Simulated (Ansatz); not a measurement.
Crystal: NiO.

```
Ni O
1.0
     0.00000    2.08590    2.08590
     2.08590    0.00000    2.08590
     2.08590    2.08590    0.00000
Ni O
1 1
Direct
  0.00000 0.00000 0.00000
  0.50000 0.50000 0.50000
```

| Item | Value |
| --- | --- |
| Program | Ansatz 0.2.0 |
| Task | relaxation of cell and atoms |
| Functional | PBEsol |
| Potentials or basis | all-electron LAPW, scalar-relativistic |
| Basis error allowed | 0.001 eV/atom |
| k mesh | 11 × 11 × 11 |
| Occupations | fermi-dirac, width 0.05 eV |
| Spin | collinear spin, ferromagnetic start |
| Starting moments | [1.0, 0.0] μB |

At the start: volume 9.08 Å³/atom.

**Question.** How do energy, volume and symmetry change on relaxing?

**Answer.** Over 5 steps the energy falls by 7.7 meV/atom and the volume is 8.74 Å³/atom (-3.7 %); space group Fm-3m (No. 225, to 0.05 Å); moment 1.32 μB per cell.

Step by step:
```csv
step,energy change (eV),largest force (eV/Å),volume (Å³)
1,0.0000,0.0000,18.15
2,-0.0102,0.0000,17.86
3,-0.0152,0.0000,17.41
4,-0.0154,0.0000,17.47
5,-0.0154,0.0000,17.47
```

Final structure:
```
CELL_PARAMETERS angstrom
0.00000 2.05951 2.05951
2.05951 0.00000 2.05951
2.05951 2.05951 0.00000
ATOMIC_POSITIONS crystal
Ni 0.00000 0.00000 0.00000
O 0.50000 0.50000 0.50000
```

Caveat: a cell with one magnetic atom can't hold antiferromagnetic order, which such compounds often take.
